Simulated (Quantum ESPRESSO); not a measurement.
# GaAs under changes of volume

One of the cells (22.590 Å³/atom); the others are scaled copies at fixed shape and fractional positions:

```xyz
2
Lattice="0.0000 2.8268 2.8268 2.8268 0.0000 2.8268 2.8268 2.8268 0.0000" Properties=species:S:1:pos:R:3 pbc="T T T"
As    4.2403    4.2403    4.2403
Ga    0.0000    0.0000    0.0000
```

```yaml
Program: Quantum ESPRESSO 7.5
Functional: rev-vdW-DF2
Potentials_or_basis: PseudoDojo 0.4.1 SR PBE standard
Cutoff: 1143 eV
Density_cutoff: 4572 eV
k_mesh: 8 × 8 × 8
Occupations: fermi-dirac, width 0.05 eV
Spin: no spin polarisation
```

```csv
volume (Å³/atom),energy over the lowest point (meV/atom),pressure (GPa),gap on the mesh (eV)
21.234,34.68,6.5,0.80
21.686,?,?,?
22.138,8.35,3.0,0.48
22.590,2.18,1.5,0.32
23.041,0.00,0.1,0.18
23.493,1.32,-1.0,none
23.945,5.68,-2.1,none
```

What does the run at 21.686 Å³/atom give?

Energy over the lowest point 19.01 meV/atom; pressure 4.6 GPa; gap on the mesh 0.64 eV.

Worked out: A Birch-Murnaghan fit of order 3 (a polynomial in V^(-2/3)) to the other rows has its minimum at 23.09 Å³/atom with B0 = V·E''(V) = 62 GPa and B' = 5.4. It gives 18.97 meV/atom at 21.686 Å³/atom, against the run's 19.01, and -dE/dV = 4.6 GPa, against 4.6.

Energies are extrapolated to zero smearing.

Caveats: the potentials were made for another functional, which shifts forces and pressure.

Spin-orbit coupling on As, Ga is left out.

A gap of «none» marks a metal or a gap under the smearing width.
